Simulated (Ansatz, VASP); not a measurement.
# Two plane-wave programs on Mg4H

```
CELL_PARAMETERS angstrom
6.42014 0.00000 0.00000
0.00000 5.13791 0.00000
0.00000 0.00000 21.66448
ATOMIC_POSITIONS crystal
Mg 0.00000 0.75000 0.18463
Mg 0.50000 0.75000 0.18463
Mg 0.25000 0.25000 0.22741
Mg 0.75000 0.25000 0.22741
Mg 0.25000 0.75000 0.31732
Mg 0.75000 0.75000 0.31732
Mg 0.00000 0.25000 0.35378
Mg 0.50000 0.25000 0.35378
H 0.54362 0.08333 0.40409
H 0.95638 0.08333 0.40409
```

Alike in both runs: task single point; functional PBE; k mesh 4 × 5 × 1; occupations gaussian, width 0.1 eV; no spin polarisation.

|  | VASP | Ansatz |
| --- | --- | --- |
| version | VASP 6.6.1 | Ansatz 0.2.0 |
| potentials or method | VASP PAW PBE potentials, release 64 (Mg, H) | scalar-relativistic, plane waves, PAW |
| plane-wave cutoff (eV) | 520 | 420 |
| valence electrons in the cell | 18 | 82 |

Ansatz gave:

| Item | Value |
| --- | --- |
| gap on the k mesh at the Fermi level (eV) | none |
| rms of the force components (eV/Å) | 1.809 |
| work function, face that differs most (eV) | 4.91 |

Problem. What did VASP give for the same quantities?

Solution. gap on the k mesh at the Fermi level (eV): none; rms of the force components (eV/Å): 1.835; work function, face that differs most (eV): 4.90.

Atom by atom the forces differ by 0.027 eV/Å (rms over components). A gap of «none» marks a metal or a gap that the smearing closes. With one functional, cell and mesh, what is left measures potentials, basis and numerics. The two sets of potentials don't hold the same shells in valence.
